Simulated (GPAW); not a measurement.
## RbCl (Fm-3m): G0W0 on several meshes in GPAW

Aim: the GW shift of RbCl (Fm-3m) against the k mesh.

Calculated with GPAW 26.7.0; PBE and many-body steps on it, plane waves.

Report form: the programs' logs are mostly left out.

## (1) Set-up

Symmetry: Fm-3m, No. 225, cubic system. Conventional cell: a = 6.579 Å, b = 6.579 Å, c = 6.579 Å, α = 90.00°, β = 90.00°, γ = 90.00°. Nearest to Rb lie 6 Cl at 3.29 Å. Cl has 6 Rb at 3.29 Å nearest. Farther neighbours and most contacts between anions are not listed.

Coordinates:

```xyz
2
Lattice="0.0000 3.2895 3.2895 3.2895 0.0000 3.2895 3.2895 3.2895 0.0000" Properties=species:S:1:pos:R:3 pbc="T T T"
Rb    0.0000    0.0000    0.0000
Cl    3.2895    3.2895    3.2895
```

The cell and positions come from the Crystallography Open Database and are kept as given unless a step says otherwise.

## (2) Empty states on the mesh, 4×4×4 mesh, 1068 bands

This step: GPAW 26.7.0; DFT, PBE, plane waves, PAW.

The sums over transitions need many empty states on a uniform mesh; this step solves for them.

File run.py:

```python
import json
import numpy as np
from gpaw.mpi import world
from gpaw import GPAW

calc = GPAW('gs.gpw').fixed_density(kpts={'size': (4, 4, 4), 'gamma': True},
    parallel={'domain': 1, 'band': 1},
    txt='nscf.txt')
calc.diagonalize_full_hamiltonian(nbands=1068)
calc.write('full.gpw', mode='all')
res = {}
kpts = calc.get_ibz_k_points()
res['kpts'] = kpts
res['eigenvalues'] = [calc.get_eigenvalues(kpt=k) for k in range(len(kpts))]
res['n_electrons'] = calc.get_number_of_electrons()

if world.rank == 0:
    with open('result.json', 'w') as f:
        json.dump(res, f, default=lambda x: x.tolist())
```

On the command line:

```console
$ mpirun -n 8 gpaw python run.py
```

Elapsed: 8.7 s, on 8 MPI ranks of Intel Xeon 6975P-C (Granite Rapids), shared host; peak memory 2.7 GiB.

This step gave:

```
gap                                                           : 5.005 eV
k of the valence top                                          : 0, 0, 0
k of the conduction bottom                                    : 0, 0, 0
least direct gap                                              : 5.005 eV
k points computed                                             : 8
lowest point of the top converged band, above the valence top : 346.3264 eV
```

On this mesh the gap is 5.005 eV.

## (3) 4×4×4

G0W0 replaces the xc potential by the self-energy, built once from these orbitals. Only a window of levels is corrected, while the sums run over the empty bands that the input names.

This step: G0W0 on PBE, plane waves, PAW.

File run.py:

```python
import json
import numpy as np
from gpaw.mpi import world
from gpaw.response.g0w0 import G0W0

gw = G0W0('full.gpw',
    filename='gw',
    kpts=[0],
    bands=(6, 10),
    ecut=105,
    nbands=173,
    integrate_gamma='WS',
    ppa=True)
gw.calculate()
res = {mode: {k: v for k, v in r.items() if k != 'sigma_eskwn'}
       for mode, r in gw.all_results.items()}

if world.rank == 0:
    with open('result.json', 'w') as f:
        json.dump(res, f, default=lambda x: x.tolist())
```

On the command line:

```console
$ mpirun -n 8 gpaw python run.py
```

Run time: 27 s. Hardware: 8 MPI ranks; peak memory 2.3 GiB; 3.6 min of CPU time.

This step gave:

* G0W0 gap on the points computed: 7.568 eV
* least direct G0W0 gap on the computed points: 7.568 eV
* Z at the valence top: 0.7918
* Z at the conduction bottom: 0.8815
* starting gap on the mesh: 5.005 eV
* k of the valence top: 0, 0, 0
* k of the conduction bottom: 0, 0, 0

The gap on the mesh goes from 5.01 eV to 7.57 eV, a correction of +2.56 eV.

## (4) Empty states on the mesh, 6×6×6 mesh, 183 bands

This step: DFT, PBE, plane waves, PAW.

File run.py:

```python
import json
import numpy as np
from gpaw.mpi import world
from gpaw import GPAW

calc = GPAW('gs.gpw').fixed_density(kpts={'size': (6, 6, 6), 'gamma': True},
    parallel={'domain': 1, 'band': 1},
    txt='nscf.txt')
calc.diagonalize_full_hamiltonian(nbands=183)
calc.write('full.gpw', mode='all')
res = {}
kpts = calc.get_ibz_k_points()
res['kpts'] = kpts
res['eigenvalues'] = [calc.get_eigenvalues(kpt=k) for k in range(len(kpts))]
res['n_electrons'] = calc.get_number_of_electrons()

if world.rank == 0:
    with open('result.json', 'w') as f:
        json.dump(res, f, default=lambda x: x.tolist())
```

On the command line:

```console
$ mpirun -n 8 gpaw python run.py
```

Elapsed: 8.4 s, on 8 MPI ranks; peak memory 2.5 GiB.

Numbers from this step:

```yaml
gap: 5.005 eV
k_of_the_valence_top: 0, 0, 0
k_of_the_conduction_bottom: 0, 0, 0
least_direct_gap: 5.005 eV
k_points_computed: 16
lowest_point_of_the_top_converged_band_above_the_valence_top: 100.5469 eV
```

On this mesh the gap is 5.005 eV.

## (5) 6×6×6

This step: G0W0 on PBE, plane waves, PAW.

File run.py:

```python
import json
import numpy as np
from gpaw.mpi import world
from gpaw.response.g0w0 import G0W0

gw = G0W0('full.gpw',
    filename='gw',
    kpts=[0],
    bands=(6, 10),
    ecut=105,
    nbands=173,
    integrate_gamma='WS',
    ppa=True)
gw.calculate()
res = {mode: {k: v for k, v in r.items() if k != 'sigma_eskwn'}
       for mode, r in gw.all_results.items()}

if world.rank == 0:
    with open('result.json', 'w') as f:
        json.dump(res, f, default=lambda x: x.tolist())
```

On the command line:

```console
$ mpirun -n 8 gpaw python run.py
```

Run time: 1.8 min. Hardware: 8 MPI ranks; peak memory 2.2 GiB; 15 min of CPU time.

Numbers from this step:

| Property | Result |
| --- | --- |
| G0W0 gap on the points computed | 7.556 eV |
| least direct G0W0 gap on the computed points | 7.556 eV |
| Z at the valence top | 0.7868 |
| Z at the conduction bottom | 0.8817 |
| starting gap on the mesh | 5.005 eV |
| k of the valence top | 0, 0, 0 |
| k of the conduction bottom | 0, 0, 0 |

Against G0W0 in GPAW (4×4×4 mesh, 173 bands, screening to 105 eV, Godby-Needs plasmon pole), the gap moves by −0.013 eV.

## (6) Side by side

Times are wall times on 8 MPI ranks of Intel Xeon 6975P-C (Granite Rapids), shared host, good to a factor of about two.

| run | mesh | bands | screening cutoff (eV) | DFT gap (eV) | gap on the mesh (eV) | direct (eV) | time |
| --- | --- | --- | --- | --- | --- | --- | --- |
| 4×4×4 | 4×4×4 | 173 | 105 | 5.005 | 7.568 | 7.568 | 27 s |
| 6×6×6 | 6×6×6 | 173 | 105 | 5.005 | 7.556 | 7.556 | 1.8 min |

## (7) What came out

- 4×4×4: 7.568 eV
- 6×6×6: 7.556 eV
- known limits: not at the basis limit; no spin-orbit coupling

In words: 6×6×6: −0.013 eV against 4×4×4. Bands and cutoff are finite, so the gap is not at the basis limit. The miss can reach some tenths of an eV and take either sign; the mesh is an error of its own. These stock PAW sets were not made for GW. In the G0W0 runs levels were corrected at 1 k point alone, so a gap called «on the mesh» is the least over those, and an edge elsewhere would be missed. The many-body steps are scalar-relativistic: spin-orbit coupling is not in them.

[Paths, hosts, dates, memory and timing lines, banners, echoed tables and standing remarks are left out of the program output.]

[Logs are printed without paths, hosts, clocks, repeated set-up lines and the standing remarks that a program may print on its own settings, such as how far it seeks lower states.]

[Runs of the session that timed out or met a known fault of the program may be left out.]

[Hosts, paths, dates, database ids (printed as entryN), source tags and the programs' standing remarks are cut or masked in the printed files.]
